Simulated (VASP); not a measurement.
TiN: single point with PBE

TiN:

```
Ti N
1.0
     3.00421    0.00000    0.00000
     0.00000    3.00421    0.00000
     1.50211    1.50211    2.12430
Ti N
1 1
Cartesian
  0.0000 0.0000 0.0000
  1.5021 1.5021 0.0000
```

```
Program             : VASP 6.6.1
Task                : single point
Functional          : PBE
Potentials or basis : VASP PAW PBE potentials, release 64 (Ti_sv, N)
Cutoff              : 520 eV
k mesh              : 13 × 13 × 25
Occupations         : methfessel-paxton, width 0.1 eV
Spin                : no spin polarisation
```

```
Pressure               : 0.1 GPa
Band gap on the k mesh : none (metal or under the smearing width)
```

Levels at points of the mesh, in eV from the Fermi level:
```tsv
k point	band 4	band 5	band 6	band 7	band 8	band 9	band 10	band 11	band 12
(0.00, 0.00, 0.00)	-33.88	-17.09	-2.06	-2.06	-2.06	-0.63	-0.63	-0.63	0.55
```

Core levels (eV, on the scale of the bands):
```
atom                            levels
1 Ti  1s -4852.2, 2s -521.0, 2p -428.3
 2 N                         1s -366.1
```

Run time: 85 s on 1 thread of Intel(R) Xeon(R) 6975P-C (Granite Rapids), on a shared host, peak memory 0.39 GiB.
